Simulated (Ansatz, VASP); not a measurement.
Sb: 3 runs at one level of theory

The starting cell:

```
CELL_PARAMETERS angstrom
2.15420 1.24373 3.75800
-2.15420 1.24373 3.75800
0.00000 -2.48746 3.75800
ATOMIC_POSITIONS crystal
Sb 0.76651 0.76651 0.76651
Sb 0.23349 0.23349 0.23349
```

Alike in all runs: task relaxation of cell and atoms; functional PBE; dispersion D3(BJ); k mesh 8 × 8 × 8; occupations fermi-dirac, width 0.05 eV; no spin polarisation; no spin-orbit coupling.

```csv
program and potentials,plane-wave cutoff (eV),notes,equilibrium volume (Å³/atom)
"Ansatz, Ansatz PAW",420,15 valence electrons an atom on average,29.80
"VASP, PBE PAW files Sb, 600 eV",600,5 valence electrons an atom on average,29.75
"Ansatz, all-electron LAPW, scalar-relativistic",-,-,29.81
```

The equilibrium volume spans 29.75 (VASP, PBE PAW files Sb, 600 eV) to 29.81 Å³/atom (Ansatz, all-electron LAPW, scalar-relativistic), with all-electron results at 29.81. Relaxations stop with a little pressure left, so the last digit of a volume isn't settled.

Differences between rows come from potentials, basis sets and numerical settings, since the functional is the same but for its coding. Runs on potential files found faulty are left out.
